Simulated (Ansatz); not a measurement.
Wanted: the native input for an Ansatz 0.2.0 run.

| Property | Result |
| --- | --- |
| Task | single point |
| Functional | PBE0 |
| Potentials or basis | all-electron PAW datasets made for the crystal |
| Cutoff | 310 eV (chosen from the basis error) |
| k mesh | 8 × 8 × 8 |
| Occupations | fermi-dirac, width 0.05 eV |
| Spin | no spin polarisation |

The system is BP.

```
P B
1.0
     0.00000    2.26900    2.26900
     2.26900    0.00000    2.26900
     2.26900    2.26900    0.00000
P B
1 1
Direct
  0.75000 0.75000 0.75000
  0.00000 0.00000 0.00000
```

One way to write it, as run:

input.yaml

```yaml
crystal:
  lattice:
    - [0.0, 2.269, 2.269]
    - [2.269, 0.0, 2.269]
    - [2.269, 2.269, 0.0]
  atoms:
    - { symbol: P, position: [0.75, 0.75, 0.75] }
    - { symbol: B, position: [0.0, 0.0, 0.0] }
kpoints:
  mp_grid: { grid: [8, 8, 8] }
scf:
  occupations: { method: fermi_dirac, width: 0.05 }
hamiltonian:
  xc: pbe0
  pseudopotentials: { kind: all_electron, datasets: crystal }
output:
  forces: true
  stress: true
```

Potentials or basis: all-electron PAW datasets made for the crystal.

The run is started by

```console
$ ansatz run input.yaml --threads 1 --pin off --max-ram 3072MiB --backend cpu --events-out ev --progress --plain --runs-dir out
```

It gave:

* Pressure: -1.8 GPa
* Band gap on the k mesh: 2.69 eV, indirect (least direct gap 5.02 eV)

Run time: 2 min on 1 thread of Intel(R) Xeon(R) Processor @ 2.70GHz, on a shared host, peak memory 0.7 GiB.
